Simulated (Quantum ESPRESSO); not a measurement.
## CuO: equation of state with PBE

Crystal: CuO.

```
Cu O
1.0
     3.42205    0.00000    0.00000
     0.00000    3.42205    0.00000
     0.00000    0.00000    4.26046
Cu O
2 2
Direct
  0.00000 0.50000 0.00000
  0.50000 0.00000 0.50000
  0.00000 0.00000 0.25000
  0.00000 0.00000 0.75000
```

Measurements of this composition are mostly on another form, of space group No. 15.

| Quantity | Value |
| --- | --- |
| Program | Quantum ESPRESSO 7.5 |
| Task | equation of state |
| Functional | PBE |
| Potentials or basis | SSSP 1.3 efficiency PBE |
| Cutoff | 748 eV |
| Density cutoff | 5987 eV |
| k mesh | 8 × 8 × 6 |
| Occupations | fermi-dirac, width 0.05 eV |
| Spin | no spin polarisation |
| Mixing beta | 0.5 |
| Most SCF iterations | 120 |
| SCF threshold | 8e-10 Ry |

```yaml
Equilibrium_volume: 12.20 Å³/atom
Bulk_modulus_at_fixed_shape_and_positions: 127 GPa
Pressure_derivative_of_the_bulk_modulus: 4.8
```

Energy against volume, from the lowest point:
| volume (Å³/atom) | energy (meV/atom) |
| --- | --- |
| 11.725 | 7.80 |
| 11.974 | 1.66 |
| 12.224 | 0.00 |
| 12.473 | 2.34 |
| 12.722 | 8.22 |
| 12.972 | 17.25 |
| 13.221 | 29.10 |

All runs of the series together: 5.7 min on 1 thread of Arm Neoverse V2, on a shared host.

Caveat: the cell was scaled at fixed shape and fractional positions, which overstates the stiffness of a crystal with free parameters, most of all of layers and chains; the run has no spin polarisation, though such a crystal can be magnetic.
